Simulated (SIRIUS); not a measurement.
The system is Ag.

```xyz
1
Lattice="0.0000 2.0427 2.0427 2.0427 0.0000 2.0427 2.0427 2.0427 0.0000" Properties=species:S:1:pos:R:3 pbc="T T T"
Ag    0.0000    0.0000    0.0000
```

Base run:

| Quantity | Value |
| --- | --- |
| Program | SIRIUS 7.12.0 |
| Functional | PBE |
| Potentials or basis | SPMS 1.0 PBE (norm-conserving) |
| Cutoff | 1127 eV |
| Density cutoff | 4507 eV |
| k mesh | 11 × 11 × 11 |
| Occupations | fermi-dirac, width 0.05 eV |
| Spin | no spin polarisation |

Its results: band gap on the k mesh none (metal or under the smearing width); pressure 4.6 GPa.

Question: After a change of settings the same cell gave: band gap on the k mesh none (metal or under the smearing width); pressure 2.7 GPa. Which change was it?
A. potentials or basis from SPMS 1.0 PBE (norm-conserving) to SSSP 1.3.0 PBE efficiency; cutoff from 1127 eV to 828 eV; density cutoff from 4507 eV to 3311 eV
B. potentials or basis from SPMS 1.0 PBE (norm-conserving) to PseudoDojo 0.4 PBE stringent (scalar relativistic)
C. potentials or basis from SPMS 1.0 PBE (norm-conserving) to GBRV 1.5 PBE (ultrasoft); cutoff from 1127 eV to 557 eV; density cutoff from 4507 eV to 5442 eV
D. potentials or basis from SPMS 1.0 PBE (norm-conserving) to JTH 2.0 PBE (PAW); cutoff from 1127 eV to 557 eV; density cutoff from 4507 eV to 5442 eV; valence electrons from 19 to 11

Answer: C.

Not every run made on this cell is shown here.
